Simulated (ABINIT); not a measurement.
Input of an ABINIT 10.8.3 (patched build) run:

File run.abi:

```
pp_dirpath "./"
pseudos "Sb.GGA_PBE-JTH.xml"

acell 6.3370894752 6.3370894752 6.3370894752
rprim
     0.0000000000     0.7071067812     0.7071067812
     0.7071067812     0.0000000000     0.7071067812
     0.7071067812     0.7071067812     0.0000000000
ntypat 1
znucl 51
natom 1
typat 1
xred
     0.0000000000     0.0000000000     0.0000000000

ecut 16.0
pawecutdg 32.0
pawxcdev 0

kptopt 1
ngkpt 10 10 10
nshiftk 1
shiftk 0.0 0.0 0.0

ixc 11

nband 12
occopt 3
tsmear 0.05 eV

nstep 100
tolvrs 1.0e-9

iomode 3
prtwf 0
prteig 0
prtebands 0
enunit 1
prtden 1
prtvha 1
prtvclmb 1
prtpot 1
```

Potentials or basis: JTH PAW PBE v2.0.

Run with:

```sh
$ abinit run.abi > log 2>&1
```

**Question.** Estimate the band gap on the k mesh.

**Answer.** None (metal or under the smearing width).

**Question.** Predict the pressure.

**Answer.** 1.7 GPa.

Spin-orbit coupling is left out, which matters for the levels of Sb.
